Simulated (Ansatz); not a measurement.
CdO: a fit and a missing row

CdO, Fm-3m, a = 4.706 Å. Ansatz: r2SCAN, PAW, 500 eV, Γ-centred 16×16×16 mesh on 2 atoms, Gaussian smearing 0.10 eV; no spin polarisation. Symmetry fixes shape and atoms, so the cell is only scaled; pressure is positive in compression.

```
V (Å³/atom) P (GPa)
     12.245    10.63
     12.636     4.86
     13.027     0.00
     13.418        ?
     13.809    -7.54
```

Task: Take V0 = 13.027 Å³/atom, fit the third-order Birch–Murnaghan form to the other rows, and predict the missing pressure.

Result: With the Eulerian strain f = ½[(V0/V)^(2/3) − 1] and y = P/[3f(1 + 2f)^(5/2)], the form is the line y = B0 + 1.5 B0 (B0′ − 4) f. Rows (f, y): 0.02107, 151.7; 0.01026, 150.1; -0.01906, 145.3. Means f = 0.004090, y = 149.03; Σ(Δf)² = 0.0008623, ΣΔfΔy = 0.1383; the slope is their ratio. y = 148.4 + 160.4 f GPa, so B0 = 148.4 GPa and B0′ = 4 + 2 × (160.4)/(3 × 148.4) = 4.72. At V = 13.418, f = -0.00976, y = 146.83 and P = -4.09 GPa. The run gave -4.09 GPa, the same to the digits shown.

Cost: 5 runs of about 0.81 core-minutes in all, on Arm Neoverse V2 (shared hosts).